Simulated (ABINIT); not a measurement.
SnO2:

```
Sn O
1.0
     4.78800    0.00000    0.00000
     0.00000    4.86658    0.00000
     0.00000    0.00000    3.24090
Sn O
2 4
Direct
  0.00000 0.00000 0.00000
  0.50000 0.50000 0.50000
  0.70815 0.67896 0.00000
  0.20814 0.82104 0.50000
  0.79185 0.17896 0.50000
  0.29185 0.32104 0.00000
```

The cell is a database's computed one.

* Program: ABINIT 10.8.3 (patched build)
* Task: relaxation of cell and atoms
* Functional: LDA
* Potentials or basis: JTH PAW LDA v2.0
* Cutoff: 626 eV
* k mesh: 3 × 3 × 4
* Occupations: fermi-dirac, width 0.05 eV
* Spin: no spin polarisation

At the start: pressure -11.7 GPa; volume 12.59 Å³/atom.

Question: How do energy, volume and symmetry change on relaxing?

Answer: Over 14 steps the energy falls by 32.4 meV/atom and the volume is 11.82 Å³/atom (-6.1 %); space group P4_2/mnm (No. 136, to 0.05 Å).

The path:
```tsv
step	energy change (eV)	largest force (eV/Å)	pressure (GPa)	volume (Å³)
1	0.0000	0.1768	-11.69	75.52
2	-0.1459	0.0890	-5.39	72.85
3	-0.1818	0.1123	0.71	70.58
4	-0.1849	0.0748	0.26	70.78
5	-0.1867	0.0629	-0.07	70.87
6	-0.1901	0.0343	-0.19	70.87
7	-0.1923	0.0183	-0.34	70.96
8	-0.1941	0.0331	0.18	70.85
9	-0.1943	0.0161	-0.20	70.98
10	-0.1944	0.0018	-0.02	70.92
11	-0.1944	0.0012	0.00	70.91
12	-0.1944	0.0012	0.02	70.90
13	-0.1944	0.0041	-0.02	70.92
14	-0.1944	0.0011	0.01	70.90
```

Final structure:
```
CELL_PARAMETERS angstrom
4.71610 0.00000 0.00000
0.00000 4.71580 0.00000
0.00000 0.00000 3.18814
ATOMIC_POSITIONS crystal
Sn 0.00000 0.00000 0.00000
Sn 0.50000 0.50000 0.50000
O 0.69400 0.69390 0.00000
O 0.19400 0.80610 0.50000
O 0.80600 0.19390 0.50000
O 0.30600 0.30610 0.00000
```

Caveat: the k mesh is coarse (spacing up to 0.48 Å⁻¹), so the values aren't converged; the atomic spheres overlap.
